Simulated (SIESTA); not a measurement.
Wanted: the native input for a SIESTA 5.4.2 run.

* Task: band structure
* Functional: PBE
* Potentials or basis: PseudoDojo 0.4 standard (PBE files)
* Basis: DZP (energy shift 0.003 Ry; two zetas on semicore shells)
* Grid cutoff: 800 Ry
* Energy shift: 0.003 Ry
* k mesh: 7 × 7 × 7
* Occupations: fermi-dirac, width 0.05 eV
* Spin: no spin polarisation

ZnCu2SnS4:

```
CELL_PARAMETERS angstrom
-2.71710 2.71710 5.42480
2.71710 -2.71710 5.42480
2.71710 2.71710 -5.42480
ATOMIC_POSITIONS crystal
Sn 0.50000 0.50000 0.00000
Zn 0.25000 0.75000 0.50000
Cu 0.75000 0.25000 0.50000
Cu 0.00000 0.00000 0.00000
S 0.62799 0.62839 0.51280
S 0.88481 0.37201 0.00040
S 0.11559 0.11519 0.48720
S 0.37161 0.88441 0.99960
```

The input as run:

ZnCu2SnS4.fdf

```
SystemName                      ZnCu2SnS4
SystemLabel                     ZnCu2SnS4
NumberOfSpecies                 4
NumberOfAtoms                   8
%block ChemicalSpeciesLabel
  1  50 Sn
  2  30 Zn
  3  29 Cu
  4  16 S
%endblock ChemicalSpeciesLabel

LatticeConstant                 1.0 Ang
%block LatticeVectors
    -2.7171000000     2.7171000000     5.4248000000
     2.7171000000    -2.7171000000     5.4248000000
     2.7171000000     2.7171000000    -5.4248000000
%endblock LatticeVectors
AtomicCoordinatesFormat         Fractional
%block AtomicCoordinatesAndAtomicSpecies
     0.5000000000     0.5000000000     0.0000000000  1  Sn
     0.2500000000     0.7500000000     0.5000000000  2  Zn
     0.7500000000     0.2500000000     0.5000000000  3  Cu
     0.0000000000     0.0000000000     0.0000000000  3  Cu
     0.6279900000     0.6283900000     0.5128000000  4  S
     0.8848100000     0.3720100000     0.0004000000  4  S
     0.1155900000     0.1151900000     0.4872000000  4  S
     0.3716100000     0.8844100000     0.9996000000  4  S
%endblock AtomicCoordinatesAndAtomicSpecies

%block kgrid.MonkhorstPack
    7   0   0  0.0
    0   7   0  0.0
    0   0   7  0.0
%endblock kgrid.MonkhorstPack
XC.Functional                   GGA
XC.Authors                      PBE
PAO.BasisSize                   DZP
PAO.EnergyShift                 0.003 Ry
Mesh.Cutoff                     800 Ry
OccupationFunction              FD
ElectronicTemperature           0.05 eV
MaxSCFIterations                120
SCF.MustConverge                false
SCF.Mixer.Method                Pulay
SCF.Mixer.Weight                0.25
SCF.Mixer.History               8
SCF.DM.Tolerance                5.0e-05
SCF.H.Tolerance                 1.0e-03 eV
WriteForces                     true
Charge.Mulliken                 end
BandLinesScale                  ReciprocalLatticeVectors
%block BandLines
    1    0.000000   0.000000   0.000000  \Gamma
   12    0.000000   0.000000   0.500000  X
    3   -0.125434   0.125434   0.500000  Y
    6   -0.312717   0.312717   0.312717  S
   11    0.000000   0.000000   0.000000  \Gamma
    9    0.500000   0.500000  -0.500000  Z
    6    0.312717   0.687283  -0.312717  S1
    5    0.000000   0.500000   0.000000  N
    9    0.250000   0.250000   0.250000  P
    5    0.500000   0.500000  -0.125434  Y1
    9    0.500000   0.500000  -0.500000  Z
    1    0.000000   0.000000   0.500000  X
    4    0.250000   0.250000   0.250000  P
%endblock BandLines
%block PAO.Basis
  Sn 4
  n=5 0 2
    6.432 0.000
  n=5 1 2
    8.686 0.000
  n=4 2 2
    3.759 0.000
  n=5 2 1
    8.686
  Zn 5
  n=3 0 2
    2.271 0.000
  n=4 0 2
    6.330 0.000
  n=3 1 2
    2.532 0.000
  n=4 1 1
    6.330
  n=3 2 2
    4.164 0.000
  Cu 5
  n=3 0 2
    2.369 0.000
  n=4 0 2
    7.268 0.000
  n=3 1 2
    2.657 0.000
  n=4 1 1
    7.268
  n=3 2 2
    4.927 0.000
%endblock PAO.Basis
```

Potentials or basis: PseudoDojo 0.4 standard (PBE files), DZP (energy shift 0.003 Ry; two zetas on semicore shells).

Run with:

```console
$ siesta ZnCu2SnS4.fdf > ZnCu2SnS4.out 2>&1
```

Results of the run:

The pressure is 3.1 GPa and the largest force is 0.725 eV/Å. The band gap on the k mesh is 0.55 eV, direct and the band gap along the path is 0.55 eV, direct.

Caveat: short orbitals over semicore shells can move pressures by several GPa; the valence orbitals were made in a potential fitted to the semicore shell under them, which widens gaps by tenths of an eV or more; spin-orbit coupling is left out, which moves the levels of the heavy elements; the basis of atomic orbitals isn't converged, which shifts pressures, moduli and gaps.

It took 3.3 min on 1 thread of Intel(R) Xeon(R) 6975P-C (Granite Rapids), on a shared host, peak memory 0.67 GiB.
